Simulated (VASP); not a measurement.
# MeOH on the (1 1 1) face of TaN, part 4 of 9

Does MeOH stick to the (1 1 1) face of TaN, and does it stay whole? The molecule starts over a bridge site, inverted. The start is a cell from a database of measured crystal structures.

VASP 6.6.1, plane waves and PAW; the level of theory is named at each step.

So far. Step 4 (The free molecule): The run ended after 14 ionic steps, 0.051 eV below its first step, once the forces on the free atoms met EDIFFG = -0.03. Step 4 (The free molecule): Energy at zero smearing: -30.21909 eV.

## (5) Relaxing the adsorbed molecule

This step: PBE; plane waves and PAW (Ta_pv, N, C, O, H) (VASP 6.6.1).

System of this step: Ta12H4CN12O. The cell holds 30 atoms: 12 Ta, 12 N, 1 C, 1 O and 4 H. Its edges and angles: a = 6.163 Å, b = 6.163 Å, c = 26.980 Å, α = 90.0°, β = 90.0°, γ = 120.0°. It derives from TaN. MeOH (inverted) over a bridge site of the (1 1 1) slab of TaN, cut from the database cell. Vacuum lies along c.

The molecule is set on the slab as cut, not on the relaxed one, and relaxes with the free layers. ISYM = 0 lifts the symmetry, but a start on a mirror plane can still stay on it.

INCAR

```
SYSTEM = Ta12H4CN12O
PREC = Normal
ENCUT = 400
EDIFF = 1E-05
NELM = 120
ISMEAR = 0
SIGMA = 0.05
LREAL = Auto
ALGO = Fast
GGA = PE
LORBIT = 11
LWAVE = .FALSE.
LCHARG = .FALSE.
IBRION = 2
NSW = 70
ISIF = 2
EDIFFG = -0.05
POTIM = 0.4
MAXMIX = 40
IDIPOL = 3
LDIPOL = .TRUE.
DIPOL = 0.5 0.5 0.47
ISYM = 0
```

POSCAR

```
Ta12H4CN12O
1.0
    6.1631427048      0.0000000000      0.0000000000
   -3.0815713524      5.3374381495      0.0000000000
    0.0000000000      0.0000000000     26.9804311828
Ta N C O H
12 12 1 1 4
Selective dynamics
Direct
    0.1666666700      0.3333333300      0.3131899500  F F F
    0.1666666700      0.8333333300      0.3131899500  F F F
    0.6666666700      0.3333333300      0.3131899500  F F F
    0.6666666700      0.8333333300      0.3131899500  F F F
    0.5000000000      0.5000000000      0.4064461500  F F F
    0.5000000000      0.0000000000      0.4064461500  F F F
    0.0000000000      0.5000000000      0.4064461500  F F F
    0.0000000000      0.0000000000      0.4064461500  F F F
    0.8333333300      0.6666666700      0.4997023500  T T T
    0.8333333300      0.1666666700      0.4997023500  T T T
    0.3333333300      0.6666666700      0.4997023500  T T T
    0.3333333300      0.1666666700      0.4997023500  T T T
    0.3333333300      0.1666666700      0.3598180500  F F F
    0.3333333300      0.6666666700      0.3598180500  F F F
    0.8333333300      0.1666666700      0.3598180500  F F F
    0.8333333300      0.6666666700      0.3598180500  F F F
    0.6666666700      0.3333333300      0.4530742500  T T T
    0.6666666700      0.8333333300      0.4530742500  T T T
    0.1666666700      0.3333333300      0.4530742500  T T T
    0.1666666700      0.8333333300      0.4530742500  T T T
    0.0000000000      0.5000000000      0.5463304500  T T T
    0.0000000000      0.0000000000      0.5463304500  T T T
    0.5000000000      0.5000000000      0.5463304500  T T T
    0.5000000000      0.0000000000      0.5463304500  T T T
    0.6472275400      0.8450475200      0.6157140700  T T T
    0.5382642400      0.7747049400      0.6627111000  T T T
    0.7346158600      1.0510566200      0.6108216400  T T T
    0.5000000000      0.7500000000      0.5871007400  T T T
    0.7911097600      0.7883436800      0.6108216400  T T T
    0.6767933400      0.8641290500      0.6868100500  T T T
```

KPOINTS

```
Automatic mesh
0
Gamma
3 3 1
0 0 0
```

The projector-augmented-wave data sets are Ta_pv, N, C, O and H (PBE family, release 64).

Command:

```bash
$ export OMP_NUM_THREADS=5
$ mpirun -np 1 vasp_std
```

Output:

```text
[banner, memory and clock lines left out]
running    1 mpi-ranks, on    1 nodes
[...]
Offloading initialized ...    1 GPUs detected
[...]
LDA part: xc-table for (Slater+PW92), standard interpolation
 POSCAR, INCAR and KPOINTS ok, starting setup
[...]
entering main loop
       N       E                     dE             d eps       ncg     rms          rms(c)
DAV:   1     0.171592537805E+04    0.17159E+04   -0.98766E+04  1470   0.121E+03
DAV:   2    -0.151213441194E+03   -0.18671E+04   -0.18264E+04  1523   0.359E+02
DAV:   3    -0.315973207199E+03   -0.16476E+03   -0.16138E+03  1444   0.102E+02
DAV:   4    -0.323995373675E+03   -0.80222E+01   -0.79049E+01  1588   0.211E+01
[...]
RMM:  35    -0.279904427263E+03   -0.15316E-04   -0.18194E-06   371   0.244E-03    0.132E-03
RMM:  36    -0.279904439034E+03   -0.11771E-04   -0.10554E-06   295   0.204E-03    0.164E-03
RMM:  37    -0.279904446609E+03   -0.75753E-05   -0.82967E-07   308   0.194E-03
   1 F= -.27990445E+03 E0= -.27988620E+03  d E =-.279904E+03
[... from here on, the cycles between the ionic steps are left out ...]
   2 F= -.28323521E+03 E0= -.28322061E+03  d E =-.333077E+01
   6 F= -.28362731E+03 E0= -.28361215E+03  d E =-.195949E+00
  11 F= -.28391002E+03 E0= -.28389360E+03  d E =-.202839E+00
  16 F= -.28413515E+03 E0= -.28411979E+03  d E =-.109635E+00
  21 F= -.28424506E+03 E0= -.28422912E+03  d E =-.430655E-01
  26 F= -.28436578E+03 E0= -.28434882E+03  d E =-.343330E-01
  31 F= -.28448070E+03 E0= -.28446249E+03  d E =-.206781E-01
  36 F= -.28454033E+03 E0= -.28452120E+03  d E =-.255159E-01
  41 F= -.28462101E+03 E0= -.28460330E+03  d E =-.136128E-01
  46 F= -.28465035E+03 E0= -.28463257E+03  d E =-.132663E-01
  51 F= -.28467034E+03 E0= -.28465255E+03  d E =-.105621E-01
  56 F= -.28468849E+03 E0= -.28467037E+03  d E =-.395762E-02
  61 F= -.28469628E+03 E0= -.28467846E+03  d E =-.286051E-02
  66 F= -.28470315E+03 E0= -.28468592E+03  d E =-.129508E-02
  69 F= -.28470505E+03 E0= -.28468807E+03  d E =-.171809E-02
  70 F= -.28470639E+03 E0= -.28468951E+03  d E =-.134173E-02
 trial-energy change:   -0.001342  1 .order   -0.001317   -0.001949   -0.000686
 step:   0.9217(harm=  0.9217)  dis= 0.01231  next Energy=  -284.706552 (dE=-0.150E-02)
```

The job ended after 56 min (1 × NVIDIA H100 80GB HBM3, 81559 MiB with 1 MPI rank of AMD EPYC 7R13 (Zen 3), card shared with another run, shared host; peak memory 2 GiB).

From OUTCAR (step 5):

```text
 dipolmoment           0.000000      0.000000      0.062626 electrons x Angstroem

 k-point     1 :       0.0000    0.0000    0.0000
  band No.  band energies     occupation
    ...
    100      -1.3163      2.00000
    101      -1.2652      2.00000
    102      -1.0242      1.47123
    103      -1.0196      1.38183
    104      -1.0175      1.33886
    105      -0.6002      0.00000
    106      -0.3678      0.00000
    107      -0.3126      0.00000
    108       0.3288      0.00000
    109       0.3665      0.00000
    ...

  Total        3.4758496      3.0968113     -6.8435762      0.1624027     -0.4282077     -0.3483364
  in kB        6.2746223      5.5903804    -12.3540605      0.2931703     -0.7730029     -0.6288187
  external PRESSURE =      -0.1630193 kB  Pullay stress =       0.0000000 kB

 POSITION                                       TOTAL-FORCE (eV/Angst)
 -----------------------------------------------------------------------------------
      0.00000      1.77915      8.45000         0.043005      0.086609      0.576282
     -1.54079      4.44787      8.45000         0.104860      0.031057      0.595135
      3.08157      1.77915      8.45000         0.062620      0.113906      0.453311
      1.54079      4.44787      8.45000        -0.059532      0.006642      0.591328
      1.54079      2.66872     10.96609        -0.735283      0.151129      0.363631
      3.08157      0.00000     10.96609        -0.129517     -0.742244      0.419596
     -1.54079      2.66872     10.96609         0.683695      0.272227      0.345152
      0.00000      0.00000     10.96609         0.072546      0.091063      0.229041
      3.09085      3.56950     13.83603         0.015801      0.038920      0.007474
      4.62383      0.91536     13.79203         0.004687     -0.005272     -0.002852
      0.00311      3.56880     13.34832        -0.001941      0.019222      0.017872
      1.55287      0.91629     13.73052         0.023119     -0.009172      0.015021
      1.54079      0.88957      9.70805         0.138519      0.069294     -0.859981
     -0.00000      3.55829      9.70805         0.042895      0.063167     -1.192201
[...]
-----------------------------------------------------------------------------------
    total drift:                               -0.005443     -0.016799      0.006018

  FREE ENERGIE OF THE ION-ELECTRON SYSTEM (eV)
  ---------------------------------------------------
  free  energy   TOTEN  =      -284.7063895778 eV

  energy  without entropy=     -284.6726323755  energy(sigma->0) =     -284.68951098

 vacuum level on the upper side and lower side of the slab         4.170         3.824

[... 3 parts as in an earlier step ...]

[... 12 further parts left out ...]
[key lines of the parts left out:]
E-fermi :  -1.0020
```

Step by step (22 of 70):

| step | energy less that of the first step (eV) | largest force (eV/Å) |
| --- | --- | --- |
| 1 | 0.0000 | 5.3407 |
| 4 | -3.2902 | 5.1490 |
| 8 | -3.8000 | 1.4879 |
| 11 | -4.0056 | 1.5029 |
| 14 | -4.1211 | 0.9153 |
| 17 | -4.1841 | 2.1643 |
| 21 | -4.3406 | 0.5129 |
| 24 | -4.4270 | 0.8162 |
| 27 | -4.4851 | 0.5068 |
| 31 | -4.5763 | 0.4376 |
| 34 | -4.6104 | 0.5834 |
| 37 | -4.6540 | 0.3439 |
| 40 | -4.7030 | 0.3667 |
| 44 | -4.7326 | 0.5418 |
| 47 | -4.7522 | 0.2142 |
| 50 | -4.7655 | 0.2039 |
| 54 | -4.7792 | 0.2214 |
| 57 | -4.7853 | 0.2091 |
| 60 | -4.7913 | 0.1299 |
| 63 | -4.7956 | 0.1175 |
| 67 | -4.7989 | 0.1167 |
| 70 | -4.8019 | 0.0559 |

The atoms that moved most (Å):

| atom | dx | dy | dz | length |
| --- | --- | --- | --- | --- |
| H28 | 0.049 | 0.004 | 1.070 | 1.072 |
| H30 | 0.038 | 0.042 | 1.054 | 1.055 |
| O26 | 0.057 | 0.073 | 1.046 | 1.050 |
| C25 | 0.088 | 0.018 | 1.011 | 1.015 |
| H29 | 0.064 | -0.027 | 0.983 | 0.986 |
| H27 | 0.139 | 0.002 | 0.932 | 0.942 |
| Ta9 | 0.009 | 0.011 | 0.354 | 0.354 |
| Ta10 | 0.001 | 0.026 | 0.310 | 0.311 |

Final coordinates:

```cif
data_structure
_symmetry_space_group_name_H-M 'P 1'
_symmetry_Int_Tables_number 1
_cell_length_a 6.1631
_cell_length_b 6.1631
_cell_length_c 26.9804
_cell_angle_alpha 90.000
_cell_angle_beta 90.000
_cell_angle_gamma 120.000
_cell_volume 887.53
loop_
_atom_site_label
_atom_site_type_symbol
_atom_site_fract_x
_atom_site_fract_y
_atom_site_fract_z
_atom_site_occupancy
Ta1 Ta 0.16667 0.33333 0.31319 1
Ta2 Ta 0.16667 0.83333 0.31319 1
Ta3 Ta 0.66667 0.33333 0.31319 1
Ta4 Ta 0.66667 0.83333 0.31319 1
Ta5 Ta 0.50000 0.50000 0.40645 1
Ta6 Ta 0.50000 0.00000 0.40645 1
Ta7 Ta 0.00000 0.50000 0.40645 1
Ta8 Ta 0.00000 0.00000 0.40645 1
Ta9 Ta 0.83589 0.66877 0.51282 1
Ta10 Ta 0.83599 0.17150 0.51119 1
Ta11 Ta 0.33482 0.66864 0.49474 1
Ta12 Ta 0.33780 0.17167 0.50891 1
N13 N 0.33333 0.16667 0.35982 1
N14 N 0.33333 0.66667 0.35982 1
N15 N 0.83333 0.16667 0.35982 1
N16 N 0.83333 0.66667 0.35982 1
N17 N 0.67034 0.33670 0.45620 1
N18 N 0.68710 0.84157 0.45495 1
N19 N 0.15486 0.31518 0.45503 1
N20 N 0.15238 0.83873 0.45512 1
N21 N 0.00248 0.50171 0.54194 1
N22 N 0.00295 0.00337 0.54377 1
N23 N 0.50023 0.50127 0.54099 1
N24 N 0.50022 0.00045 0.54003 1
C25 C 0.66315 0.84834 0.65320 1
O26 O 0.55431 0.78831 0.70148 1
H27 H 0.75728 0.05144 0.64536 1
H28 H 0.50827 0.75079 0.62678 1
H29 H 0.79894 0.78335 0.64726 1
H30 H 0.68684 0.87203 0.72587 1
```

The run used up its steps with a largest force of 0.06 eV/Å at its last finished step, so it is continued.

## (6) Going on with the relaxation

The relaxation goes on from its last finished geometry.

Edit INCAR of step 5 so:

```diff
@@ -13,3 +13,3 @@
 LCHARG = .FALSE.
-IBRION = 2
+IBRION = 1
 NSW = 70
@@ -17,3 +17,3 @@
 EDIFFG = -0.05
-POTIM = 0.4
+POTIM = 0.3
 MAXMIX = 40
```

POSCAR

```
Ta12H4CN12O
1.0
    6.1631427048      0.0000000000      0.0000000000
   -3.0815713524      5.3374381495      0.0000000000
    0.0000000000      0.0000000000     26.9804311828
Ta N C O H
12 12 1 1 4
Selective dynamics
Direct
    0.1666666700      0.3333333300      0.3131899500  F F F
    0.1666666700      0.8333333300      0.3131899500  F F F
    0.6666666700      0.3333333300      0.3131899500  F F F
    0.6666666700      0.8333333300      0.3131899500  F F F
    0.5000000000      0.5000000000      0.4064461500  F F F
    0.5000000000      0.0000000000      0.4064461500  F F F
    0.0000000000      0.5000000000      0.4064461500  F F F
    0.0000000000      0.0000000000      0.4064461500  F F F
    0.8358880631      0.6687662237      0.5128174121  T T T
    0.8359887242      0.1714984965      0.5111865782  T T T
    0.3348233540      0.6686358719      0.4947409511  T T T
    0.3377977582      0.1716727056      0.5089065361  T T T
    0.3333333300      0.1666666700      0.3598180500  F F F
    0.3333333300      0.6666666700      0.3598180500  F F F
    0.8333333300      0.1666666700      0.3598180500  F F F
    0.8333333300      0.6666666700      0.3598180500  F F F
    0.6703386535      0.3366966763      0.4562034389  T T T
    0.6871033607      0.8415667288      0.4549535828  T T T
    0.1548600395      0.3151818068      0.4550287984  T T T
    0.1523827878      0.8387345516      0.4551156805  T T T
    0.0024805497      0.5017147916      0.5419364855  T T T
    0.0029539729      0.0033746820      0.5437729497  T T T
    0.5002329536      0.5012720482      0.5409946446  T T T
    0.5002169478      0.0004482819      0.5400251945  T T T
    0.6631466014      0.8483425518      0.6531958568  T T T
    0.5543055500      0.7883091014      0.7014802592  T T T
    0.7572836145      0.0514387804      0.6453576066  T T T
    0.5082687978      0.7507906598      0.6267766258  T T T
    0.7989372451      0.7833515769      0.6472587094  T T T
    0.6868414447      0.8720321464      0.7258744789  T T T
```

KPOINTS is that of step 5.

Output:

```text
[... set-up lines as in an earlier step ...]
 entering main loop
       N       E                     dE             d eps       ncg     rms          rms(c)
DAV:   1     0.171262974860E+04    0.17126E+04   -0.98593E+04  1454   0.121E+03
DAV:   2    -0.154354000817E+03   -0.18670E+04   -0.18224E+04  1507   0.359E+02
DAV:   3    -0.319927602480E+03   -0.16557E+03   -0.16250E+03  1420   0.102E+02
DAV:   4    -0.328346073334E+03   -0.84185E+01   -0.83102E+01  1572   0.217E+01
DAV:   5    -0.328633486427E+03   -0.28741E+00   -0.28602E+00  1492   0.375E+00    0.837E+01
RMM:   6    -0.293739165546E+03    0.34894E+02   -0.22088E+02  1409   0.315E+01    0.400E+01
RMM:   7    -0.461114992002E+03   -0.16738E+03   -0.33863E+02  1576   0.284E+01    0.342E+01
RMM:   8    -0.292197665328E+03    0.16892E+03   -0.71919E+01  1361   0.169E+01    0.188E+01
RMM:   9    -0.287493896994E+03    0.47038E+01   -0.24670E+01  1456   0.910E+00    0.863E+00
RMM:  10    -0.286783298922E+03    0.71060E+00   -0.13245E+01  1536   0.673E+00    0.562E+00
RMM:  11    -0.285105521043E+03    0.16778E+01   -0.25508E+00  1463   0.315E+00    0.276E+00
RMM:  12    -0.284923244616E+03    0.18228E+00   -0.11023E+00  1448   0.167E+00    0.152E+00
RMM:  13    -0.284806566942E+03    0.11668E+00   -0.37839E-01  1370   0.107E+00    0.962E-01
RMM:  14    -0.284736104756E+03    0.70462E-01   -0.12921E-01  1517   0.547E-01    0.466E-01
RMM:  15    -0.284721860862E+03    0.14244E-01   -0.87899E-02  1528   0.408E-01    0.471E-01
RMM:  16    -0.284705179709E+03    0.16681E-01   -0.28802E-02  1510   0.268E-01    0.299E-01
RMM:  17    -0.284699696323E+03    0.54834E-02   -0.15094E-02  1485   0.168E-01    0.119E-01
RMM:  18    -0.284700279787E+03   -0.58346E-03   -0.59034E-03  1458   0.109E-01    0.585E-02
RMM:  19    -0.284702041612E+03   -0.17618E-02   -0.32660E-03  1377   0.726E-02    0.524E-02
RMM:  20    -0.284703257649E+03   -0.12160E-02   -0.12033E-03  1348   0.436E-02    0.311E-02
RMM:  21    -0.284704671716E+03   -0.14141E-02   -0.81638E-04  1290   0.352E-02    0.195E-02
RMM:  22    -0.284705580103E+03   -0.90839E-03   -0.38883E-04  1095   0.219E-02    0.149E-02
RMM:  23    -0.284705915496E+03   -0.33539E-03   -0.13796E-04   941   0.120E-02    0.765E-03
RMM:  24    -0.284706120565E+03   -0.20507E-03   -0.63307E-05   758   0.799E-03    0.542E-03
RMM:  25    -0.284706215531E+03   -0.94966E-04   -0.27978E-05   653   0.545E-03    0.367E-03
RMM:  26    -0.284706300104E+03   -0.84573E-04   -0.16257E-05   619   0.441E-03    0.261E-03
RMM:  27    -0.284706357390E+03   -0.57286E-04   -0.70572E-06   459   0.347E-03    0.181E-03
RMM:  28    -0.284706384874E+03   -0.27484E-04   -0.32401E-06   378   0.280E-03    0.144E-03
RMM:  29    -0.284706401328E+03   -0.16454E-04   -0.23248E-06   354   0.260E-03    0.770E-04
RMM:  30    -0.284706406501E+03   -0.51730E-05   -0.12725E-06   292   0.229E-03
   1 F= -.28470641E+03 E0= -.28468952E+03  d E =-.284706E+03
 BRION: g(F)=  0.562E-03 g(S)=  0.000E+00
 bond charge predicted
       N       E                     dE             d eps       ncg     rms          rms(c)
DAV:   1    -0.284706633645E+03   -0.23232E-03   -0.48803E-02  1319   0.669E-01    0.667E-02
RMM:   2    -0.284706688347E+03   -0.54701E-04   -0.17867E-03  1327   0.136E-01    0.344E-02
RMM:   3    -0.284706731338E+03   -0.42991E-04   -0.43460E-04  1304   0.555E-02    0.201E-02
RMM:   4    -0.284706752175E+03   -0.20837E-04   -0.10232E-04  1059   0.246E-02    0.815E-03
RMM:   5    -0.284706771496E+03   -0.19321E-04   -0.22523E-05   773   0.119E-02    0.631E-03
RMM:   6    -0.284706785555E+03   -0.14059E-04   -0.10574E-05   694   0.698E-03    0.275E-03
RMM:   7    -0.284706790141E+03   -0.45856E-05   -0.39953E-06   562   0.410E-03
   2 F= -.28470679E+03 E0= -.28468980E+03  d E =-.383640E-03
 BRION: g(F)=  0.301E-03 g(S)=  0.000E+00 retain N=  1 mean eig= 0.90
 eig:   0.900
 bond charge predicted
       N       E                     dE             d eps       ncg     rms          rms(c)
DAV:   1    -0.284706935976E+03   -0.15042E-03   -0.14098E-02  1344   0.299E-01    0.272E-02
RMM:   2    -0.284706959637E+03   -0.23661E-04   -0.33749E-04  1239   0.543E-02    0.164E-02
RMM:   3    -0.284706959843E+03   -0.20600E-06   -0.69165E-05   975   0.215E-02
   3 F= -.28470696E+03 E0= -.28468996E+03  d E =-.169702E-03
 BRION: g(F)=  0.220E-03 g(S)=  0.000E+00 retain N=  2 mean eig= 1.20
 eig:   0.771  1.627
 reached required accuracy - stopping structural energy minimisation
```

Wall time 3.4 min (1 × NVIDIA H100 80GB HBM3, 81559 MiB with 1 MPI rank); peak memory 2 GiB.

OUTCAR, selected parts (step 6):

```text
   NELECT =     206.0000    total number of electrons

 dipolmoment           0.000000      0.000000      0.066290 electrons x Angstroem

 E-fermi :  -1.0021

 k-point     1 :       0.0000    0.0000    0.0000
  band No.  band energies     occupation
    ...
    100      -1.3153      2.00000
    101      -1.2650      2.00000
    102      -1.0239      1.46220
    103      -1.0195      1.37748
    104      -1.0174      1.33454
    105      -0.6003      0.00000
    106      -0.3692      0.00000
    107      -0.3132      0.00000
    108       0.3276      0.00000
    109       0.3659      0.00000
    ...

  Total        3.4912261      3.1575805     -6.7893039      0.1200432     -0.3777355     -0.2590550
  in kB        6.3023801      5.7000812    -12.2560879      0.2167026     -0.6818901     -0.4676476
  external PRESSURE =      -0.0845422 kB  Pullay stress =       0.0000000 kB

 POSITION                                       TOTAL-FORCE (eV/Angst)
 -----------------------------------------------------------------------------------
      0.00000      1.77915      8.45000         0.042187      0.085580      0.576487
     -1.54079      4.44787      8.45000         0.103730      0.031621      0.596928
      3.08157      1.77915      8.45000         0.063422      0.116105      0.453876
      1.54079      4.44787      8.45000        -0.059777      0.007116      0.592737
      1.54079      2.66872     10.96609        -0.734281      0.157518      0.363324
      3.08157      0.00000     10.96609        -0.123713     -0.743333      0.418468
     -1.54079      2.66872     10.96609         0.683057      0.272496      0.340307
      0.00000      0.00000     10.96609         0.064615      0.082707      0.220602
      3.09125      3.57071     13.83611         0.001574      0.010990     -0.005919
      4.62398      0.91553     13.79172         0.000996      0.002696     -0.008148
      0.00321      3.56949     13.34887         0.000329      0.005527     -0.000282
      1.55378      0.91646     13.73080         0.002156      0.000281     -0.003949
      1.54079      0.88957      9.70805         0.138306      0.070468     -0.859437
     -0.00000      3.55829      9.70805         0.042559      0.062487     -1.194193
      4.62236      0.88957      9.70805        -0.207399      0.076048     -0.814515
      3.08157      3.55829      9.70805        -0.030384     -0.267073     -0.775624
      3.09415      1.79756     12.30751         0.002817      0.004245     -0.011531
      1.64152      4.49210     12.27517         0.000907      0.002912      0.002543
     -0.01633      1.68160     12.27631         0.005755     -0.002013     -0.004044
     -1.64526      4.47740     12.27829         0.003134      0.007386     -0.009048
     -1.53110      2.67827     14.62148        -0.003088      0.002840     -0.002079
      0.00736      0.01735     14.67035        -0.002962      0.001382     -0.007777
      1.53754      2.67533     14.59509        -0.006164      0.004190     -0.013281
      3.08064      0.00195     14.56969        -0.002068     -0.004199     -0.002743
[...]
-----------------------------------------------------------------------------------
    total drift:                               -0.005743     -0.017060      0.020375

  FREE ENERGIE OF THE ION-ELECTRON SYSTEM (eV)
  ---------------------------------------------------
  free  energy   TOTEN  =      -284.7069598431 eV

  energy  without entropy=     -284.6729509602  energy(sigma->0) =     -284.68995540

 vacuum level on the upper side and lower side of the slab         4.365         3.935

[... 6 parts as in an earlier step ...]

[... 8 further parts left out ...]
```

No atom moved by 0.005 Å in the relaxation.

This step gave:

```yaml
electronic_cycles: 40
electrons: 206
free_energy_toten: -284.7070 eV
energy_at_zero_smearing: -284.6900 eV
fermi_energy: -1.002 eV
dipole_moment: 0, 0, 0.06629 e·Å
```

The run ended after 3 ionic steps, 0.001 eV below its first step, once the forces on the free atoms met EDIFFG = -0.05.

(Part 4 of 9 ends here.)

[Lines on the potential files, build, host, timing and source positions are cut from VASP's logs without a mark.]

[Logs are printed without paths, hosts, clocks, repeated set-up lines and the standing remarks that a program may print on its own settings, such as how far it seeks lower states.]

[Hosts, paths, dates, database ids (printed as entryN), source tags and the programs' standing remarks are cut or masked in the printed files.]

[Runs that stopped without an error message from VASP are left out.]
